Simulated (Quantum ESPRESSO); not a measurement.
# Al2O3 (P-3m1) in Quantum ESPRESSO: notebook

Runs on Al2O3. Level: PBEsol. Tasks: single point, equation of state.

Program: Quantum ESPRESSO 7.5. These are calculated values, not measurements. Logs are shortened: lines on timing, memory, paths and dates and some standing lists are left out, and cuts for length are marked.

### 1 Starting point

It takes space group P-3m1 (No. 164, trigonal). Conventional cell: a = 3.017 Å, b = 3.017 Å, c = 7.575 Å, α = 90.00°, β = 90.00°, γ = 120.00°. Al (site symmetry 3m) has 4 O at 1.68 to 1.84 Å as nearest neighbours. Around O (site symmetry -3m) lie 2 Al at 1.68 Å. O (site symmetry 3m) has 3 Al at 1.84 Å as nearest neighbours.

Measurements of this composition are mostly on another form, of space group No. 167.

### 2 Single point, PBEsol, 11.23 Å³/atom

pw.in reads:

```
&CONTROL
  calculation = 'scf'
  prefix = 'pwscf'
  outdir = './tmp'
  pseudo_dir = './pseudo'
  tprnfor = .true.
  tstress = .true.
  disk_io = 'nowf'
/
&SYSTEM
  ibrav = 0
  nat = 5
  ntyp = 2
  ecutwfc = 45
  ecutrho = 360
  nbnd = 19
  occupations = 'smearing'
  smearing = 'fd'
  degauss = 0.00367493
/
&ELECTRONS
  conv_thr = 1d-09
  electron_maxstep = 120
  mixing_beta = 0.5
/
ATOMIC_SPECIES
Al    26.9815 al_pbesol_v1.uspp.F.UPF
O     15.9990 o_pbesol_v1.2.uspp.F.UPF
CELL_PARAMETERS angstrom
   2.9558839834    0.0000000000    0.0000000000
  -1.4779419917    2.5598706203    0.0000000000
   0.0000000000    0.0000000000    7.4200082063
ATOMIC_POSITIONS crystal
Al     0.0000000000    0.0000000000    0.7220490000
Al     0.0000000000    0.0000000000    0.2779510000
O      0.0000000000    0.0000000000    0.5000000000
O      0.6666666667    0.3333333333    0.8005460000
O      0.3333333333    0.6666666667    0.1994540000
K_POINTS automatic
10 10 4 0 0 0
```

Potentials or basis: GBRV 1.5 PBEsol.

Started as:

```console
$ OMP_NUM_THREADS=1 mpirun -n 2 pw.x -nk 2 -in pw.in > pw.out
```

pw.out:

```text
This program is part of the open-source Quantum ESPRESSO suite
     for quantum simulation of materials; please cite
[... 13 lines left out ...]
     --------------------
     sticks:   dense  smooth     PW     G-vecs:    dense   smooth      PW
     Sum         769     379    121                43669    15461    2625

     Using Slab Decomposition

     bravais-lattice index     =            0
     lattice parameter (alat)  =       5.5858  a.u.
     unit-cell volume          =     378.8841 (a.u.)^3
     number of atoms/cell      =            5
     number of atomic types    =            2
     number of electrons       =        24.00
     number of Kohn-Sham states=           19
     kinetic-energy cutoff     =      45.0000  Ry
     charge density cutoff     =     360.0000  Ry
     scf convergence threshold =      1.0E-09
     mixing beta               =       0.5000
     number of iterations used =            8  plain     mixing
     Exchange-correlation= SLA  PW   PSX  PSC
                           (   1   4  10   8   0   0   0)

     celldm(1)=   5.585811  celldm(2)=   0.000000  celldm(3)=   0.000000
     celldm(4)=   0.000000  celldm(5)=   0.000000  celldm(6)=   0.000000

     crystal axes: (cart. coord. in units of alat)
               a(1) = (   1.000000   0.000000   0.000000 )
               a(2) = (  -0.500000   0.866025   0.000000 )
               a(3) = (   0.000000   0.000000   2.510250 )

     reciprocal axes: (cart. coord. in units 2 pi/alat)
               b(1) = (  1.000000  0.577350 -0.000000 )
               b(2) = (  0.000000  1.154701  0.000000 )
               b(3) = (  0.000000 -0.000000  0.398367 )

     PseudoPot. # 1 for Al read from file:
     al_pbesol_v1.uspp.F.UPF
     Pseudo is Ultrasoft + core correction, Zval =  3.0
     Generated by new atomic code, or converted to UPF format
     Using radial grid of  893 points,  3 beta functions with:
                l(1) =   0
                l(2) =   1
                l(3) =   2
     Q(r) pseudized with  8 coefficients,  rinner =    0.900   0.900   0.900
                                                       0.900   0.900

     PseudoPot. # 2 for O  read from file:
     o_pbesol_v1.2.uspp.F.UPF
     Pseudo is Ultrasoft + core correction, Zval =  6.0
     Generated by new atomic code, or converted to UPF format
     Using radial grid of  737 points,  5 beta functions with:
                l(1) =   0
                l(2) =   0
                l(3) =   1
                l(4) =   1
                l(5) =   2
     Q(r) pseudized with  8 coefficients,  rinner =    0.900   0.900   0.900
                                                       0.900   0.900

     atomic species   valence    mass     pseudopotential
     Al                3.00    26.98150     Al( 1.00)
     O                 6.00    15.99900     O ( 1.00)

     12 Sym. Ops., with inversion, found

   Cartesian axes

     site n.     atom                  positions (alat units)
         1        Al     tau(   1) = (   0.0000000   0.0000000   1.8125236  )
         2        Al     tau(   2) = (   0.0000000   0.0000000   0.6977265  )
         3        O      tau(   3) = (   0.0000000   0.0000000   1.2551251  )
         4        O      tau(   4) = (   0.5000000   0.2886751   2.0095707  )
         5        O      tau(   5) = (  -0.0000000   0.5773503   0.5006794  )

     number of k points=    50  Fermi-Dirac smearing, width (Ry)=  0.0037
                       cart. coord. in units 2pi/alat
        k(    1) = (   0.0000000   0.0000000   0.0000000), wk =   0.0050000
        k(    2) = (   0.0000000   0.0000000   0.0995917), wk =   0.0100000
        k(    3) = (   0.0000000   0.0000000  -0.1991833), wk =   0.0050000
        k(    4) = (   0.0000000   0.1154701   0.0000000), wk =   0.0300000
        k(    5) = (   0.0000000   0.1154701   0.0995917), wk =   0.0300000
        k(    6) = (   0.0000000   0.1154701  -0.1991833), wk =   0.0300000
[... 42 lines left out ...]
        k(   49) = (  -0.1000000   0.5196152  -0.0995917), wk =   0.0600000
        k(   50) = (  -0.2000000   0.4618802  -0.0995917), wk =   0.0600000

     Dense  grid:    43669 G-vectors     FFT dimensions: (  36,  36,  90)

     Smooth grid:    15461 G-vectors     FFT dimensions: (  24,  24,  60)

     Initial potential from superposition of free atoms

     starting charge      23.9953, renormalised to      24.0000
     Starting wfcs are   20 randomized atomic wfcs

     Self-consistent Calculation

     iteration #  1     ecut=    45.00 Ry     beta= 0.50
     Davidson diagonalization with overlap
     ethr =  1.00E-02,  avg # of iterations =  4.7

     total energy              =    -110.19186490 Ry
     estimated scf accuracy    <       1.32233959 Ry
[... 57 lines left out ...]
     iteration # 10     ecut=    45.00 Ry     beta= 0.50
     Davidson diagonalization with overlap
     ethr =  1.10E-10,  avg # of iterations =  2.0

     End of self-consistent calculation

          k = 0.0000 0.0000 0.0000 (  1895 PWs)   bands (ev):

   -14.4197 -14.1788 -11.5489  -0.6603   0.7006   1.6470   1.6470   1.6626
     1.6626   3.0495   5.4077   5.4077   8.0653  10.1465  13.0401  16.2390
    16.2944  17.8932  17.8934
[... 81 lines left out ...]
   -13.4250 -13.3963 -11.0982  -1.9656  -1.4632   0.7218   1.0200   1.0415
     1.5405   2.3220   3.6950   4.9290  10.7003  11.2952  13.0996  15.0755
    15.7852  16.6344  17.2533

          k = 0.0000-0.5774 0.0000 (  1940 PWs)   bands (ev):

   -13.3092 -13.2904 -11.0536  -2.1331  -1.8665   0.8177   0.9103   1.0337
     1.7370   2.2077   3.5420   4.8764  10.0445  11.8365  13.9161  14.7568
    15.3931  16.4892  16.6386

          k = 0.0000-0.5774 0.0996 (  1932 PWs)   bands (ev):

   -13.3149 -13.2845 -11.0542  -2.1935  -1.7914   0.8382   0.9272   1.0156
     1.7418   2.1160   3.5863   4.8786  10.2381  11.5443  13.9853  14.3934
    15.8738  16.4210  16.8532

          k = 0.0000-0.5774-0.1992 (  1944 PWs)   bands (ev):

   -13.3188 -13.2803 -11.0547  -2.2371  -1.7325   0.8517   0.9603   0.9813
     1.8301   1.9471   3.6314   4.8807  10.5550  11.1457  13.9305  14.3053
    16.2330  16.3465  17.0580

          k = 0.1000 0.1732 0.0000 (  1914 PWs)   bands (ev):
[... 163 lines left out ...]
   -13.4469 -13.3736 -11.0993  -1.9093  -1.5363   0.8494   0.9903   1.0723
     1.3124   2.4466   3.7110   4.9272  10.3855  11.6813  13.0828  15.0687
    15.7888  16.4602  17.0826

          k =-0.1000 0.2887-0.0996 (  1925 PWs)   bands (ev):

   -13.8529 -13.7322 -11.2710  -0.9110  -0.3794   0.4092   1.0269   1.1584
     1.3945   2.7985   4.1615   5.0103  10.6793  11.3959  12.8621  14.6074
    16.1122  17.1911  17.9691

          k =-0.1000 0.4041-0.0996 (  1934 PWs)   bands (ev):

   -13.5421 -13.4563 -11.1345  -1.5596  -1.1862   0.6194   0.8048   1.0132
     1.3292   2.5995   3.8299   4.8098  10.8751  11.8938  12.7428  15.0916
    15.7916  16.6948  17.4146

          k =-0.1000 0.5196-0.0996 (  1942 PWs)   bands (ev):

   -13.3273 -13.2793 -11.0522  -2.0201  -1.6468   0.5313   0.6950   1.1132
     1.5570   2.2652   3.6662   4.6971  10.5994  11.8592  13.5817  14.9729
    15.7588  16.3538  16.9768

          k =-0.2000 0.4619-0.0996 (  1942 PWs)   bands (ev):

   -13.3343 -13.2845 -11.0482  -1.6587  -1.3170   0.0146   0.1619   1.2856
     1.4377   2.3944   3.7638   4.3562  11.5057  12.2101  13.0916  15.4893
    15.9105  16.3245  17.1215

     the Fermi energy is     6.9027 ev

!    total energy              =    -110.58586658 Ry
     estimated scf accuracy    <          9.9E-10 Ry
     smearing contrib. (-TS)   =      -0.00000000 Ry
     internal energy E=F+TS    =    -110.58586658 Ry

     The total energy is F=E-TS. E is the sum of the following terms:
     one-electron contribution =     -41.74613399 Ry
     hartree contribution      =      35.34996715 Ry
     xc contribution           =     -30.71825589 Ry
     ewald contribution        =     -73.47144385 Ry

     convergence has been achieved in  10 iterations

     Forces acting on atoms (cartesian axes, Ry/au):

     atom    1 type  1   force =     0.00000000    0.00000000    0.02069806
     atom    2 type  1   force =     0.00000000    0.00000000   -0.02069806
     atom    3 type  2   force =     0.00000000   -0.00000000    0.00000000
     atom    4 type  2   force =     0.00000000    0.00000000    0.01471743
     atom    5 type  2   force =     0.00000000    0.00000000   -0.01471743

     Total force =     0.035917     Total SCF correction =     0.000094

     Computing stress (Cartesian axis) and pressure

          total   stress  (Ry/bohr**3)                   (kbar)     P=       78.62
   0.00043426   0.00000000   0.00000000           63.88        0.00        0.00
   0.00000000   0.00043426   0.00000000            0.00       63.88        0.00
   0.00000000   0.00000000   0.00073479            0.00        0.00      108.09

=------------------------------------------------------------------------------=
   JOB DONE.
=------------------------------------------------------------------------------=
```

Wall time 19 s (2 MPI ranks of Intel Xeon Platinum 8259CL at 2.50GHz (Skylake/Cascade Lake), shared host); peak memory 0.24 GiB.

Results:

- Free energy: -1504.5974 eV
- Pressure: 7.9 GPa
- Largest force: 0.532 eV/Å
- Band gap on the k mesh: 2.66 eV, direct

### 3 Single point, PBEsol, 11.47 Å³/atom

pw.in: that of step 2 with these lines changed.

```diff
@@ -29,5 +29,5 @@
 CELL_PARAMETERS angstrom
-   2.9558839834    0.0000000000    0.0000000000
-  -1.4779419917    2.5598706203    0.0000000000
-   0.0000000000    0.0000000000    7.4200082063
+   2.9767007536    0.0000000000    0.0000000000
+  -1.4883503768    2.5778984721    0.0000000000
+   0.0000000000    0.0000000000    7.4722635069
 ATOMIC_POSITIONS crystal
```

Potentials or basis: GBRV 1.5 PBEsol.

Started as:

```console
$ OMP_NUM_THREADS=1 mpirun -n 2 pw.x -nk 2 -in pw.in > pw.out
```

It took 19 s on 2 MPI ranks of Intel Xeon Platinum 8259CL at 2.50GHz (Skylake/Cascade Lake), shared host; peak memory 0.24 GiB.

Results (log left out):

| Item | Value |
| --- | --- |
| Free energy | -1504.6413 eV |
| Pressure | 3.8 GPa |
| Largest force | 0.307 eV/Å |
| Band gap on the k mesh | 2.51 eV, direct |

### 4 Single point, PBEsol, 11.71 Å³/atom

pw.in: that of step 3 with these lines changed.

```diff
@@ -29,5 +29,5 @@
 CELL_PARAMETERS angstrom
-   2.9767007536    0.0000000000    0.0000000000
-  -1.4883503768    2.5778984721    0.0000000000
-   0.0000000000    0.0000000000    7.4722635069
+   2.9972303731    0.0000000000    0.0000000000
+  -1.4986151865    2.5956776441    0.0000000000
+   0.0000000000    0.0000000000    7.5237979872
 ATOMIC_POSITIONS crystal
```

Started as:

```console
$ OMP_NUM_THREADS=1 mpirun -n 2 pw.x -nk 2 -in pw.in > pw.out
```

It took 17 s on 2 MPI ranks of Intel Xeon Platinum 8259CL at 2.50GHz (Skylake/Cascade Lake), shared host; peak memory 0.24 GiB.

Results (log left out):

| Property | Result |
| --- | --- |
| Free energy | -1504.6566 eV |
| Pressure | 0.1 GPa |
| Largest force | 0.098 eV/Å |
| Band gap on the k mesh | 2.36 eV, direct |

### 5 Single point, PBEsol, 11.95 Å³/atom

pw.in: that of step 4 with these lines changed.

```diff
@@ -29,5 +29,5 @@
 CELL_PARAMETERS angstrom
-   2.9972303731    0.0000000000    0.0000000000
-  -1.4986151865    2.5956776441    0.0000000000
-   0.0000000000    0.0000000000    7.5237979872
+   3.0174825440    0.0000000000    0.0000000000
+  -1.5087412720    2.6132165386    0.0000000000
+   0.0000000000    0.0000000000    7.5746360022
 ATOMIC_POSITIONS crystal
```

Started as:

```console
$ OMP_NUM_THREADS=1 mpirun -n 2 pw.x -nk 2 -in pw.in > pw.out
```

It took 17 s on 2 MPI ranks of Intel Xeon Platinum 8259CL at 2.50GHz (Skylake/Cascade Lake), shared host; peak memory 0.28 GiB.

The run converged. Its results:

```
Free energy            : -1504.6457 eV
Pressure               : -3.2 GPa
Largest force          : 0.160 eV/Å
Band gap on the k mesh : 2.22 eV, direct
```

### 6 Single point, PBEsol, 12.18 Å³/atom

pw.in: that of step 5 with these lines changed.

```diff
@@ -29,5 +29,5 @@
 CELL_PARAMETERS angstrom
-   3.0174825440    0.0000000000    0.0000000000
-  -1.5087412720    2.6132165386    0.0000000000
-   0.0000000000    0.0000000000    7.5746360022
+   3.0374664545    0.0000000000    0.0000000000
+  -1.5187332272    2.6305231128    0.0000000000
+   0.0000000000    0.0000000000    7.6248006165
 ATOMIC_POSITIONS crystal
```

Potentials or basis: GBRV 1.5 PBEsol.

Started as:

```console
$ OMP_NUM_THREADS=1 mpirun -n 2 pw.x -nk 2 -in pw.in > pw.out
```

Run time: 18 s. Hardware: 2 MPI ranks of Intel Xeon Platinum 8259CL at 2.50GHz (Skylake/Cascade Lake), shared host; peak memory 0.28 GiB.

Results (log left out):

```
Free energy            : -1504.6115 eV
Pressure               : -6.2 GPa
Largest force          : 0.312 eV/Å
Band gap on the k mesh : 2.08 eV, direct
```

### 7 Single point, PBEsol, 12.42 Å³/atom

pw.in: that of step 6 with these lines changed.

```diff
@@ -29,5 +29,5 @@
 CELL_PARAMETERS angstrom
-   3.0374664545    0.0000000000    0.0000000000
-  -1.5187332272    2.6305231128    0.0000000000
-   0.0000000000    0.0000000000    7.6248006165
+   3.0571908153    0.0000000000    0.0000000000
+  -1.5285954077    2.6476049103    0.0000000000
+   0.0000000000    0.0000000000    7.6743136961
 ATOMIC_POSITIONS crystal
```

Started as:

```console
$ OMP_NUM_THREADS=1 mpirun -n 2 pw.x -nk 2 -in pw.in > pw.out
```

It took 18 s on 2 MPI ranks of Intel Xeon Platinum 8259CL at 2.50GHz (Skylake/Cascade Lake), shared host; peak memory 0.28 GiB.

Results (log left out):

* Free energy: -1504.5560 eV
* Pressure: -8.8 GPa
* Largest force: 0.453 eV/Å
* Band gap on the k mesh: 1.95 eV, direct

### 8 Single point, PBEsol, 12.66 Å³/atom

pw.in: that of step 7 with these lines changed.

```diff
@@ -29,5 +29,5 @@
 CELL_PARAMETERS angstrom
-   3.0571908153    0.0000000000    0.0000000000
-  -1.5285954077    2.6476049103    0.0000000000
-   0.0000000000    0.0000000000    7.6743136961
+   3.0766638933    0.0000000000    0.0000000000
+  -1.5383319466    2.6644690905    0.0000000000
+   0.0000000000    0.0000000000    7.7231959930
 ATOMIC_POSITIONS crystal
```

Started as:

```console
$ OMP_NUM_THREADS=1 mpirun -n 2 pw.x -nk 2 -in pw.in > pw.out
```

Wall time 18 s (2 MPI ranks of Intel Xeon Platinum 8259CL at 2.50GHz (Skylake/Cascade Lake), shared host); peak memory 0.28 GiB.

The run converged. Its results:

```yaml
Free_energy: -1504.4815 eV
Pressure: -11.3 GPa
Largest_force: 0.611 eV/Å
Band_gap_on_the_k_mesh: 1.82 eV, direct
```

### 9 Equation of state, PBEsol

Potentials or basis: GBRV 1.5 PBEsol.

This step only gathers the single runs of the series.

What came out:

```
Equilibrium volume                        : 11.72 Å³/atom
Bulk modulus at fixed shape and positions : 170 GPa
Pressure derivative of the bulk modulus   : 4.1
```

Energy against volume, from the lowest point:
```csv
volume (Å³/atom),energy (meV/atom)
11.229,11.84
11.468,3.04
11.707,0.00
11.946,2.17
12.185,9.02
12.424,20.11
12.662,35.01
```

Caveat: the cell was scaled at fixed shape and fractional positions, which overstates the stiffness of a crystal with free parameters, most of all of layers and chains.
